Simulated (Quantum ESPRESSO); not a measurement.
The system is MgS.

```
CELL_PARAMETERS angstrom
0.00000 2.83312 2.83312
2.83312 0.00000 2.83312
2.83312 2.83312 0.00000
ATOMIC_POSITIONS crystal
S 0.25000 0.25000 0.25000
Mg 0.00000 0.00000 0.00000
```

The cell comes from a database or a generator and needn't be the stable form of this composition.

* Program: Quantum ESPRESSO 7.5
* Task: relaxation of cell and atoms
* Functional: PBEsol
* Dispersion: rVV10
* Potentials or basis: GBRV 1.5 PBEsol
* Cutoff: 612 eV
* Density cutoff: 4898 eV
* k mesh: 8 × 8 × 8
* Occupations: fermi-dirac, width 0.05 eV
* Spin: no spin polarisation

At the start: pressure -1.7 GPa; volume 22.74 Å³/atom.

Task: How do energy, volume and symmetry change on relaxing?

Result: Over 3 steps the energy falls by 3.3 meV/atom and the volume is 22.07 Å³/atom (-3.0 %); space group F-43m (No. 216, to 0.05 Å).

Step by step:
| step | energy change (eV) | largest force (eV/Å) | pressure (GPa) | volume (Å³) |
| --- | --- | --- | --- | --- |
| 1 | 0.0000 | 0.0000 | -1.69 | 45.48 |
| 2 | -0.0022 | 0.0000 | -1.41 | 45.25 |
| 3 | -0.0067 | 0.0000 | 0.04 | 44.13 |

Final structure:
```xyz
2
Lattice="0.0000 2.8048 2.8048 2.8048 0.0000 2.8048 2.8048 2.8048 0.0000" Properties=species:S:1:pos:R:3 pbc="T T T"
S     1.4024    1.4024    1.4024
Mg    0.0000    0.0000    0.0000
```

Caveat: rVV10's parameter b was fitted to another functional.
